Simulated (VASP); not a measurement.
# Mg (P6_3/mmc) in VASP: a series of runs, part 2 of 2

VASP 6.6.1. Earlier steps stand in the parts before.

## 3. Relaxation of cell and atoms, PBE

This run uses another cell than the first one, of 23.26 Å³/atom, 1.012 times its volume.

INCAR reads:

```
  PREC = Accurate
  ENCUT = 600
  EDIFF = 1E-7
  ISMEAR = 0
  SIGMA = 0.05
  LREAL = False
  LASPH = True
  NELM = 60
  ALGO = Normal
  ISIF = 3
  LWAVE = False
  LCHARG = False
  GGA = PE
  IBRION = 2
  NSW = 80
  EDIFFG = -0.03
```

KPOINTS reads:

```
regular mesh
0
Gamma
  8 8 4
```

POSCAR reads:

```
Mg
1.0
    3.2100000000      0.0000000000      0.0000000000
   -1.6050000000      2.7799415461      0.0000000000
    0.0000000000      0.0000000000      5.2130400000
Mg
2
Direct
    0.3333333333      0.6666666667      0.7500000000
    0.6666666667      0.3333333333      0.2500000000
```

Potentials or basis: VASP PAW PBE potentials, release 64 (Mg).

On the command line:

```console
cat potpaw_PBE.64/Mg/POTCAR > POTCAR
mpirun -np 1 vasp_std > vasp.out
```

OUTCAR:

```text
PREC = Accurate
   ENCUT = 600
   EDIFF = 1E-7
   ISMEAR = 0
   LREAL = False
   LASPH = True
   NELM = 60
   ISIF = 3
   GGA = PE
   IBRION = 2
   NSW = 80
   EDIFFG = -0.03

 ion  position               nearest neighbor table
   1  0.333  0.667  0.750-   2 3.20   2 3.20   2 3.20   2 3.20   2 3.20   2 3.20
   2  0.667  0.333  0.250-   1 3.20   1 3.20   1 3.20   1 3.20   1 3.20   1 3.20

  LATTYP: Found a hexagonal cell.
 ALAT       =     3.2100000000
 C/A-ratio  =     1.6240000000

  Lattice vectors:

 A1 = (   3.2100000000,   0.0000000000,   0.0000000000)
 A2 = (  -1.6050000000,   2.7799415461,   0.0000000000)
 A3 = (   0.0000000000,   0.0000000000,   5.2130400000)

Analysis of symmetry for initial positions (statically):
=====================================================================
 Subroutine PRICEL returns:
 Original cell was already a primitive cell.

 Routine SETGRP: Setting up the symmetry group for a
 hexagonal supercell.

 Subroutine GETGRP returns: Found 24 space group operations
 (whereof 12 operations were pure point group operations)
 out of a pool of 24 trial point group operations.

The static configuration has the point symmetry D_3d.
 The point group associated with its full space group is D_6h.
[... 173 lines left out ...]
  Total       -0.2896883     -0.2896883      0.0102885     -0.0000000     -0.0000000      0.0000000
  in kB       -9.9772252     -9.9772252      0.3543481     -0.0000000     -0.0000000      0.0000000
  external PRESSURE =      -6.5333674 kB  Pullay stress =       0.0000000 kB
[... 59 lines left out ...]
--------------------------------------- Ionic step        3  -------------------------------------------

 number of electron       4.0000000 magnetization

 Free energy of the ion-electron system (eV)
  ---------------------------------------------------
  ext. energy  EPLUGINS =         0.00000000
  ---------------------------------------------------
  free energy    TOTEN  =        -3.03588944 eV

  energy without entropy =       -3.03547493  energy(sigma->0) =       -3.03568218

 E-fermi :   2.5366     XC(G=0):  -8.5071

 val. band max:        2.5023963421   @ k =   0.2500  -0.0000   0.0000
 cond. band min:       2.8778407964   @ k =   0.3750   0.1250   0.2500
 fundamental gap:      0.3754444543
 Fermi energy:         2.5366115541

 k-point     1 :       0.0000    0.0000    0.0000
  band No.  band energies     occupation
      1      -4.2927      2.00000
      2       0.9158      2.00000
      3       1.3311      2.00000
      4      13.7383      0.00000
      5      13.7383      0.00000
      6      13.8875      0.00000
[... 199 lines left out ...]
 k-point    24 :       0.3750   -0.0000    0.5000
  band No.  band energies     occupation
      1      -0.2000      2.00000
      2      -0.2000      2.00000
      3       4.5357      0.00000
      4       4.5357      0.00000
      5       9.9011      0.00000
      6       9.9011      0.00000

 [... further k-points ...]

------------------------ aborting loop because EDIFF is reached ----------------------------------------

  FORCE on cell =-STRESS in cart. coord.  units (eV):
  Direction    XX          YY          ZZ          XY          YZ          ZX
  --------------------------------------------------------------------------------------
  -------------------------------------------------------------------------------------
  Total       -0.0022004     -0.0022004      0.0109873     -0.0000000     -0.0000000      0.0000000
  in kB       -0.0771949     -0.0771949      0.3854515     -0.0000000     -0.0000000      0.0000000
  external PRESSURE =       0.0770206 kB  Pullay stress =       0.0000000 kB
[... 17 lines left out ...]
  FREE ENERGIE OF THE ION-ELECTRON SYSTEM (eV)
  ---------------------------------------------------
  free  energy   TOTEN  =        -3.0358894379 eV

  energy  without entropy=       -3.0354749266  energy(sigma->0) =       -3.03568218

 reached required accuracy - stopping structural energy minimisation
```

OSZICAR:

```text
N       E                     dE             d eps       ncg     rms          rms(c)
DAV:   1     0.633852525461E-01    0.63385E-01   -0.12659E+03   360   0.503E+02
DAV:   2    -0.302667081979E+01   -0.30901E+01   -0.28671E+01   480   0.299E+01
DAV:   3    -0.304624183421E+01   -0.19571E-01   -0.19571E-01   522   0.315E+00
DAV:   4    -0.304631358799E+01   -0.71754E-04   -0.71754E-04   504   0.145E-01
[... 16 lines left out ...]
       N       E                     dE             d eps       ncg     rms          rms(c)
DAV:   1    -0.303589147497E+01   -0.18969E-03   -0.12147E-03   486   0.208E-01    0.118E-02
DAV:   2    -0.303589014373E+01    0.13312E-05   -0.51025E-06   414   0.176E-02    0.754E-03
DAV:   3    -0.303588947988E+01    0.66385E-06   -0.99584E-07   426   0.598E-03    0.303E-04
DAV:   4    -0.303588943785E+01    0.42026E-07   -0.13513E-08   252   0.929E-04
   3 F= -.30358894E+01 E0= -.30356822E+01  d E =-.276941E-02
```

It took 19 s on 1 thread of Intel Xeon Platinum 8259CL at 2.50GHz (Skylake/Cascade Lake), shared host; peak memory 0.18 GiB.

Results:

- Free energy: -3.0359 eV
- Relaxed volume: 22.84 Å³/atom
- Relaxed cell: a = 3.180 Å, b = 3.180 Å, c = 5.215 Å, α = 90.00°, β = 90.00°, γ = 120.00°
- Space group after relaxing (to 0.05 Å): P6_3/mmc (No. 194)
- Energy gained by relaxing: 1.4 meV/atom
- Ionic steps: 3
- Pressure after relaxing: 0.0 GPa
- Band gap on the k mesh: none (metal or under the smearing width)

Step by step:
```csv
step,energy change (eV),largest force (eV/Å),pressure (GPa),volume (Å³)
1,0.0000,0.0000,-0.65,46.52
2,-0.0026,0.0000,-0.16,45.88
3,-0.0028,0.0000,0.01,45.67
```

Final structure:
```
Mg
1.0
     3.18005    0.00000    0.00000
    -1.59002    2.75400    0.00000
     0.00000    0.00000    5.21477
Mg
2
Direct
  0.33333 0.66667 0.75000
  0.66667 0.33333 0.25000
```

## 4. Single point, r2SCAN

This run uses another cell than the first one, of 22.58 Å³/atom, 0.983 times its volume.

POSCAR reads:

```
Mg
1.0
    3.1893931632      0.0000000000      0.0000000000
   -1.5946965816      2.7620955020      0.0000000000
    0.0000000000      0.0000000000      5.1265524817
Mg
2
Direct
    0.3333333333      0.6666666667      0.7500000000
    0.6666666667      0.3333333333      0.2500000000
```

INCAR.step1 reads:

```
PREC = Accurate ; ENCUT = 520
ISMEAR = -5 ; SIGMA = 0.05
LREAL = False ; LASPH = True
NELM = 60 ; NBANDS = 9
GGA = PE ; ALGO = Normal
EDIFF = 1E-4 ; LWAVE = True
LCHARG = False
```

INCAR.step2 reads:

```
PREC = Accurate ; ENCUT = 520
EDIFF = 1E-6 ; ISMEAR = 0
SIGMA = 0.05 ; LREAL = False
LASPH = True ; NELM = 60
ALGO = Normal ; ISIF = 2
LWAVE = False ; LCHARG = False
METAGGA = R2SCAN ; LMIXTAU = True
LORBIT = 10 ; NBANDS = 9
ISTART = 1
```

KPOINTS reads:

```
regular mesh
0
Gamma
  16 16 8
```

On the command line:

```console
cat potpaw_PBE.64/Mg/POTCAR > POTCAR
cp INCAR.step1 INCAR
mpirun -np 1 vasp_std > vasp.out
cp INCAR.step2 INCAR
mpirun -np 1 vasp_std > vasp.out
```

It took 1.7 min on 1 thread of Intel Xeon Platinum 8259CL at 2.50GHz (Skylake/Cascade Lake), shared host; peak memory 0.2 GiB.

It converged, with:

| Quantity | Value |
| --- | --- |
| Free energy | -8.2921 eV |
| Pressure | -0.3 GPa |
| Band gap on the k mesh | none (metal or under the smearing width) |
| Valence electrons inside the program's atomic spheres | Mg 0.34 |

Levels at points of the mesh, in eV from the Fermi level:
```csv
k point,band 1,band 2,band 3,band 4,band 5
"(0.00, 0.00, 0.00)",-7.47,-1.88,-1.10,11.68,11.68
"(0.50, 0.00, 0.00)",-2.43,-2.26,2.85,3.14,3.69
"(0.00, 0.00, 0.50)",-5.95,-5.95,5.60,5.60,12.45
"(0.50, 0.00, 0.50)",-1.29,-1.29,-0.41,-0.41,8.59
```

Caveat: the PAW data sets were made with another functional, which shifts forces and pressure a little.

## 5. Single point, r2SCAN

POSCAR reads:

```
Mg
1.0
    3.2062102360      0.0000000000      0.0000000000
   -1.6031051180      2.7766595142      0.0000000000
    0.0000000000      0.0000000000      5.1627801467
Mg
2
Direct
    0.3333333333      0.6666666667      0.7500000000
    0.6666666667      0.3333333333      0.2500000000
```

INCAR.step1 reads:

```
SYSTEM = Mg
PREC = Accurate ; ENCUT = 520
ISMEAR = 0 ; SIGMA = 0.05
LREAL = .False. ; LASPH = .True.
NELM = 100 ; NBANDS = 9
GGA = PE ; ALGO = Normal
EDIFF = 1E-4 ; LWAVE = .True.
LCHARG = .False.
```

INCAR.step2 reads:

```
SYSTEM = Mg
PREC = Accurate ; ENCUT = 520
EDIFF = 1E-6 ; ISMEAR = 0
SIGMA = 0.05 ; LREAL = .False.
LASPH = .True. ; NELM = 100
ALGO = Normal ; ISIF = 2
LWAVE = .False. ; LCHARG = .False.
METAGGA = R2SCAN ; LMIXTAU = .True.
NBANDS = 9 ; ISTART = 1
```

KPOINTS reads:

```
Automatic mesh
0
Gamma
  16 16 8
  0 0 0
```

On the command line:

```console
cat potpaw_PBE.64/Mg/POTCAR > POTCAR
cp INCAR.step1 INCAR
mpirun -np 1 vasp_std > vasp.out
cp INCAR.step2 INCAR
mpirun -np 1 vasp_std > vasp.out
```

Run time: 80 s. Hardware: 1 thread of Intel Xeon Platinum 8259CL at 2.50GHz (Skylake/Cascade Lake), shared host; peak memory 0.21 GiB.

The run converged. Its results:

* Free energy: -8.2890 eV
* Pressure: -0.9 GPa
* Band gap on the k mesh: none (metal or under the smearing width)

Stress tensor (GPa, compression positive):
```
-0.88  0.00  0.00
 0.00 -0.88  0.00
 0.00  0.00 -1.06
```

Levels at points of the mesh, in eV from the Fermi level:
```
           k point  band 1  band 2  band 3  band 4  band 5
(0.00, 0.00, 0.00)   -7.40   -1.87   -1.13   11.59   11.59
(0.50, 0.00, 0.00)   -2.40   -2.25    2.82    3.12    3.62
(0.00, 0.00, 0.50)   -5.90   -5.90    5.51    5.51   12.36
(0.50, 0.00, 0.50)   -1.27   -1.27   -0.41   -0.41    8.52
```

Caveat: the PAW data sets were made with another functional, which shifts forces and pressure a little.

## 6. Summary

| task | level | cell | k mesh | cutoff (eV) | gap on the mesh (eV) | pressure (GPa) |
| --- | --- | --- | --- | --- | --- | --- |
| single point | PBE | P6_3/mmc, 22.98 Å³/atom | 8 × 8 × 4 | 520 | none | -0.2 |
| relaxation of cell and atoms | PBE | relaxed | 8 × 8 × 4 | 600 | none | 0.0 |
| single point | r2SCAN | P6_3/mmc, 22.58 Å³/atom | 16 × 16 × 8 | 520 | none | -0.3 |
| single point | r2SCAN | P6_3/mmc, 22.98 Å³/atom | 16 × 16 × 8 | 520 | none | -0.9 |

Alike in all rows: potentials or basis VASP PAW PBE potentials, release 64 (Mg); no spin polarisation; smearing gaussian 0.05 eV.

Every run on the cell as given and a fine mesh finds a metal. The pressure there spans -0.9 GPa (r2SCAN) to -0.2 GPa (PBE); a positive pressure means that this level wants a larger cell, a negative one a smaller.

Caveats: the PAW data sets were made with another functional, which shifts forces and pressure a little (some runs).

Absolute energies hang on the potentials; compare differences alone.
